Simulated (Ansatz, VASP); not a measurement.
# GaSb in VASP and in Ansatz

File INCAR:

```
SYSTEM = GaSb
PREC = Accurate
ENCUT = 520
EDIFF = 1E-6
ISMEAR = -1
SIGMA = 0.1
LREAL = .False.
LASPH = .True.
NELM = 60
ALGO = Normal
ISIF = 2
LWAVE = .False.
LCHARG = .False.
GGA = PE
NBANDS = 16
```

KPOINTS

```
regular mesh
0
Gamma
  13 13 13
  0 0 0
```

Contents of POSCAR:

```
GaSb
1.0
    2.9595525907      0.0000000000      0.0000000000
    0.0000000000      2.9595525907      0.0000000000
    0.0000000000      0.0000000000      2.9595525907
Ga Sb
1 1
Direct
    0.0000000000      0.0000000000      0.0000000000
    0.5000000000      0.5000000000      0.5000000000
```

Input for Ansatz:

```yaml
crystal:
  lattice:
    - [2.9595525907, 0.0, 0.0]
    - [0.0, 2.9595525907, 0.0]
    - [0.0, 0.0, 2.9595525907]
  atoms:
    - { symbol: Ga, position: [0.0, 0.0, 0.0] }
    - { symbol: Sb, position: [0.5, 0.5, 0.5] }
kpoints:
  mp_grid: { grid: [13, 13, 13] }
scf:
  occupations: { method: fermi_dirac, width: 0.1 }
hamiltonian:
  xc: pbe
  pseudopotentials: { kind: nc }
output:
  forces: true
  stress: true
  eigenvalues: true
```

Change from the starting cell: volume scaled by 0.55, norm-conserving files.

Alike in both runs: task single point; functional PBE; k mesh 13 × 13 × 13; occupations fermi-dirac, width 0.1 eV; no spin polarisation.

|  | VASP | Ansatz |
| --- | --- | --- |
| version | VASP 6.6.1 | Ansatz 0.2.0 |
| potentials or method | VASP PAW PBE potentials, release 64 (Ga_d, Sb) | norm-conserving pseudopotentials, scalar-relativistic |
| plane-wave cutoff (eV) | 520 | 1088 |
| valence electrons in the cell | 18 | 28 |

|  | VASP | Ansatz | Ansatz less VASP |
| --- | --- | --- | --- |
| pressure (GPa) | 128.7 | 127.7 | -1.05 |

With one functional, cell and mesh, what is left measures potentials, basis and numerics. The two sets of potentials don't hold the same shells in valence.

Caveats: the cell as given lies far from equilibrium; so large a pressure means that the cell lies far from this level's equilibrium, or that cutoff or potentials fall short (VASP). Spin-orbit coupling is left out, which matters for the levels of Sb.
